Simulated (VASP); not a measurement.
Write the native input for VASP 6.6.1 that does the following.

| Quantity | Value |
| --- | --- |
| Task | single point |
| Functional | optB88-vdW |
| Potentials or basis | VASP PAW PBE potentials, release 64 (C) |
| Cutoff | 520 eV |
| k mesh | 16 × 16 × 4 |
| Occupations | fermi-dirac, width 0.05 eV |
| Spin | no spin polarisation |
| Further INCAR settings | ALGO = Normal; EDIFF = 1e-06 |

The structure of C lies in POSCAR:

```
C
1.0
    2.4610000000      0.0000000000      0.0000000000
   -1.2305000000      2.1312885187      0.0000000000
    0.0000000000      0.0000000000      9.3912000000
C
4
Direct
    0.0000000000      0.0000000000      0.2500000000
    0.3333333333      0.6666666667      0.2500000000
    0.0000000000      0.0000000000      0.7500000000
    0.6666666667      0.3333333333      0.7500000000
```

The cell was built by a generator and needn't be a form met in nature.

The input as run:

INCAR

```
AGGAC    = 0.0          
ALGO     = Normal         # electronic algorithm
EDIFF    = 1E-6           # SCF threshold, eV
ENCUT    = 520            # plane-wave cutoff, eV
GGA      = BO             # functional
ISIF     = 2              # what is computed and relaxed
ISMEAR   = -1             # smearing method
LASPH    = True           # aspherical terms in the spheres
LCHARG   = False          # write CHGCAR
LREAL    = False          # projectors in reciprocal space
LUSE_VDW = True         
LWAVE    = False          # write WAVECAR
NELM     = 60             # most SCF steps
PARAM1   = 0.1833333333 
PARAM2   = 0.22         
PREC     = Accurate       # precision mode
SIGMA    = 0.05           # smearing width, eV
```

KPOINTS

```
k-points
0
Gamma
  16 16 4
```

Potentials or basis: VASP PAW PBE potentials, release 64 (C).

The run is started by

```sh
$ cat potpaw_PBE.64/C/POTCAR > POTCAR
$ mpirun -np 1 vasp_std > vasp.out
```

It gave:

The pressure is 0.7 GPa. The band gap on the k mesh is 1.16 eV, direct.

Caveat: the PAW data sets were made with another functional, which shifts forces and pressure a little.

Run time: 42 s on 1 thread of Intel(R) Xeon(R) Platinum 8488C (Sapphire Rapids) (shared host), peak memory 0.34 GiB.
